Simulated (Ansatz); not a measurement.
# Re: the cost of one run

Method: DFT PBE, scalar-relativistic, in Ansatz 0.2.0.

### 1 The starting structure

It takes space group Fm-3m (No. 225, cubic). Conventional cell: a = 3.950 Å, b = 3.950 Å, c = 3.950 Å, α = 90.00°, β = 90.00°, γ = 90.00°. Re (site symmetry m-3m) is surrounded by 12 Re at 2.79 Å.

As a file:

```cif
data_structure
_symmetry_space_group_name_H-M 'Fm-3m'
_symmetry_Int_Tables_number 225
_cell_length_a 3.9500
_cell_length_b 3.9500
_cell_length_c 3.9500
_cell_angle_alpha 90.000
_cell_angle_beta 90.000
_cell_angle_gamma 90.000
_cell_volume 61.63
loop_
_atom_site_label
_atom_site_type_symbol
_atom_site_symmetry_multiplicity
_atom_site_Wyckoff_symbol
_atom_site_fract_x
_atom_site_fract_y
_atom_site_fract_z
_atom_site_occupancy
Re1 Re 4 a 0.00000 0.00000 0.00000 1
```

The file gives the conventional cell by its symmetry; the runs use the cell typed in the input.

### 2 The deformed structure

Space group Fm-3m before, I4/mmm after.

### 3 Full-potential LAPW

Input file input.yaml:

```yaml
crystal:
  lattice:
    - [0.0, 1.99475, 1.975]
    - [1.99475, 0.0, 1.975]
    - [1.99475, 1.99475, 0.0]
  atoms:
    - { symbol: Re, position: [0.0, 0.0, 0.0] }
kpoints:
  mp_grid: { grid: [14, 14, 14] }
  band_path:
    path:
      - [0.0, 0.0, 0.0]
      - [0.0, 0.5, 0.5]
      - [0.25, 0.75, 0.5]
      - [0.0, 0.5, 0.0]
      - [0.0, 0.0, 0.0]
      - [0.5, 0.5, 0.0]
      - [0.3775125, 0.6224875, 0.0]
      - [-0.3775125, 0.3775125, 0.0]
      - [0.0, 0.0, 0.0]
    npoints: 5
scf:
  occupations: { method: fermi_dirac, width: 0.03 }
hamiltonian:
  xc: pbe
  pseudopotentials: { kind: all_electron, lapw: { basis_error: 0.001 } }
output:
  forces: true
  stress: true
  eigenvalues: true
```

Command:

```bash
$ ansatz run input.yaml --threads 1 --pin off --max-ram 3072MiB --backend cpu --events-out ev --progress --plain --runs-dir out
```

Q: Estimate wall time and peak memory on 1 thread of Arm Neoverse V1, shared host.

About 29 s, with a peak of 0.45 GiB.
